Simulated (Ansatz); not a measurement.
**Ag: response to strain**

Ag is deformed so: equal xx and yy strain of -3 %. What stress and forces result, by LAPW, PAW and all-electron datasets made for the crystal?

Method: DFT PBE, scalar-relativistic, in Ansatz 0.2.0.

### 1 The structure to begin with

It takes space group P6_3/mmc (No. 194, hexagonal). The conventional cell has a = 2.886 Å, b = 2.886 Å, c = 10.000 Å, α = 90.00°, β = 90.00°, γ = 120.00°. Ag (site symmetry -6m2) has 12 Ag at 2.89 to 3.00 Å as nearest neighbours. Around Ag (site symmetry -3m) lie 12 Ag at 2.89 to 3.00 Å.

Structure file:

```cif
data_structure
_symmetry_space_group_name_H-M 'P 1'
_symmetry_Int_Tables_number 1
_cell_length_a 2.8862
_cell_length_b 2.8862
_cell_length_c 10.0000
_cell_angle_alpha 90.000
_cell_angle_beta 90.000
_cell_angle_gamma 120.000
_cell_volume 72.14
loop_
_atom_site_label
_atom_site_type_symbol
_atom_site_fract_x
_atom_site_fract_y
_atom_site_fract_z
_atom_site_occupancy
Ag1 Ag 0.33333 0.66667 0.25000 1
Ag2 Ag 0.66667 0.33333 0.75000 1
Ag3 Ag 0.00000 0.00000 0.00000 1
Ag4 Ag 0.00000 0.00000 0.50000 1
```

Atoms are numbered in the order of the input: Ag1, Ag2, Ag3, Ag4.

### 2 After the deformation

Space group P6_3/mmc before, P6_3/mmc after.

### 3 Full-potential LAPW

input.yaml reads:

```yaml
crystal:
  lattice:
    - [2.7996129413, 0.0, 0.0]
    - [-1.3998064707, 2.424535928, 0.0]
    - [0.0, 0.0, 10.0]
  atoms:
    - { symbol: Ag, position: [0.3333333333, 0.6666666667, 0.25] }
    - { symbol: Ag, position: [0.6666666667, 0.3333333333, 0.75] }
    - { symbol: Ag, position: [0.0, 0.0, 0.0] }
    - { symbol: Ag, position: [0.0, 0.0, 0.5] }
kpoints:
  mp_grid: { grid: [14, 14, 4] }
  band_path:
    path:
      - [0.0, 0.0, 0.0]
      - [0.5, 0.0, 0.0]
      - [0.3333333333, 0.3333333333, 0.0]
      - [0.0, 0.0, 0.0]
      - [0.0, 0.0, 0.5]
      - [0.5, 0.0, 0.5]
      - [0.3333333333, 0.3333333333, 0.5]
      - [0.0, 0.0, 0.5]
      - [0.5, 0.0, 0.5]
    npoints: 5
scf:
  occupations: { method: fermi_dirac, width: 0.08 }
hamiltonian:
  xc: pbe
  pseudopotentials: { kind: all_electron, lapw: { basis_error: 0.0005 } }
output:
  forces: true
  stress: true
  eigenvalues: true
```

The run is started by

```sh
ansatz run input.yaml --threads 1 --pin off --max-ram 4096MiB --backend cpu --events-out ev --progress --plain --runs-dir out
```

### 4 PAW with frozen cores

input.yaml reads:

```yaml
crystal:
  lattice:
    - [2.7996129413, 0.0, 0.0]
    - [-1.3998064707, 2.424535928, 0.0]
    - [0.0, 0.0, 10.0]
  atoms:
    - { symbol: Ag, position: [0.3333333333, 0.6666666667, 0.25] }
    - { symbol: Ag, position: [0.6666666667, 0.3333333333, 0.75] }
    - { symbol: Ag, position: [0.0, 0.0, 0.0] }
    - { symbol: Ag, position: [0.0, 0.0, 0.5] }
kpoints:
  mp_grid: { grid: [14, 14, 4] }
scf:
  occupations: { method: fermi_dirac, width: 0.08 }
hamiltonian:
  xc: pbe
  pseudopotentials: { kind: paw }
output:
  forces: true
  stress: true
  eigenvalues: true
  efg: { contact_densities: true }
```

### 5 All-electron PAW on datasets made for the crystal

Changes to input.yaml since step 4:

```diff
@@ -16,3 +16,3 @@
   xc: pbe
-  pseudopotentials: { kind: paw }
+  pseudopotentials: { kind: all_electron, datasets: crystal }
 output:
```

(Steps that only read results are left out.)

Before running it: what results should come out? Wanted: pressure; largest shear or deviatoric stress.

**Answer**, as computed:

```
                                 quantity                                           value
                                 pressure  LAPW 6.60, PAW 6.62, crystal datasets 6.60 GPa
largest shear or deviatoric stress (LAPW)                                        7.02 GPa
```

In words: The largest part of the stress beyond the pressure is 7.02 GPa in size, in the zz component; the atoms are carried along and not relaxed. No run of the undeformed cell stands beside it, so the pressure holds what the given cell had before the change. PAW: stress within 0.03 GPa of LAPW. Crystal datasets: stress within 0.01 GPa of LAPW.
